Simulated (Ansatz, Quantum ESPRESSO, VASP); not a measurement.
ZnS: programs and potentials compared

```
Zn S
1.0
     3.82270    0.00000    0.00000
    -1.91135    3.31056    0.00000
     0.00000    0.00000   12.52000
Zn S
4 4
Direct
  0.66667 0.33333 0.75000
  0.33333 0.66667 0.25000
  0.00000 0.00000 0.50000
  0.00000 0.00000 0.00000
  0.66667 0.33333 0.93750
  0.33333 0.66667 0.43750
  0.00000 0.00000 0.68750
  0.00000 0.00000 0.18750
```

Alike in all runs: task band structure; functional PBE; k mesh 8 × 8 × 3; occupations fermi-dirac, width 0.05 eV; no spin polarisation; no spin-orbit coupling. Pressure is positive in compression and, in plane waves, holds the error of the finite cutoff, which Ansatz's Pulay term estimates and takes out. Gaps are the smaller of the mesh's and the band path's.

```json
{"program and potentials": "Ansatz, Ansatz PAW polarizable", "plane-wave cutoff (eV)": "420", "notes": "9 valence electrons an atom on average; Pulay term of +0.07 GPa included", "band gap (eV)": "2.13", "pressure (GPa)": "1.33"}
{"program and potentials": "Ansatz, Ansatz PAW", "plane-wave cutoff (eV)": "420", "notes": "9 valence electrons an atom on average; Pulay term of +0.07 GPa included", "band gap (eV)": "2.13", "pressure (GPa)": "1.33"}
{"program and potentials": "Quantum ESPRESSO, GBRV 1.5 PBE", "plane-wave cutoff (eV)": "612", "notes": "13 valence electrons an atom on average", "band gap (eV)": "2.12", "pressure (GPa)": "1.12"}
{"program and potentials": "Quantum ESPRESSO, SSSP 1.3 efficiency PBE", "plane-wave cutoff (eV)": "748", "notes": "13 valence electrons an atom on average", "band gap (eV)": "2.12", "pressure (GPa)": "1.34"}
{"program and potentials": "VASP, PBE PAW files S, Zn, 520 eV", "plane-wave cutoff (eV)": "520", "notes": "9 valence electrons an atom on average", "band gap (eV)": "2.13", "pressure (GPa)": "1.49"}
{"program and potentials": "VASP, PBE PAW files S, Zn, 500 eV", "plane-wave cutoff (eV)": "500", "notes": "9 valence electrons an atom on average", "band gap (eV)": "2.13", "pressure (GPa)": "1.50"}
{"program and potentials": "Ansatz, Ansatz PAW (files of its older set among them)", "plane-wave cutoff (eV)": "660", "notes": "13 valence electrons an atom on average", "band gap (eV)": "2.13", "pressure (GPa)": "1.34"}
{"program and potentials": "Ansatz, PseudoDojo stringent (PBE files)", "plane-wave cutoff (eV)": "1143", "notes": "13 valence electrons an atom on average", "band gap (eV)": "2.13", "pressure (GPa)": "1.31"}
```

Force on atom 7 (S), eV/Å:

```
                                program and potentials      x      y       z
                        Ansatz, Ansatz PAW polarizable  0.000  0.000  -0.043
                                    Ansatz, Ansatz PAW  0.000  0.000  -0.043
                        Quantum ESPRESSO, GBRV 1.5 PBE  0.000  0.000  -0.043
             Quantum ESPRESSO, SSSP 1.3 efficiency PBE  0.000  0.000  -0.043
                     VASP, PBE PAW files S, Zn, 520 eV  0.000  0.000  -0.043
                     VASP, PBE PAW files S, Zn, 500 eV  0.000  0.000  -0.044
Ansatz, Ansatz PAW (files of its older set among them)  0.000  0.000  -0.043
              Ansatz, PseudoDojo stringent (PBE files)  0.000  0.000  -0.043
```

The band gap spans 2.12 (Quantum ESPRESSO, GBRV 1.5 PBE) to 2.13 eV (VASP, PBE PAW files S, Zn, 520 eV). The pressure spans 1.12 (Quantum ESPRESSO, GBRV 1.5 PBE) to 1.50 GPa (VASP, PBE PAW files S, Zn, 500 eV).

Differences between rows come from potentials, basis sets and numerical settings, since the functional is the same but for its coding. Runs on potential files found faulty are left out.
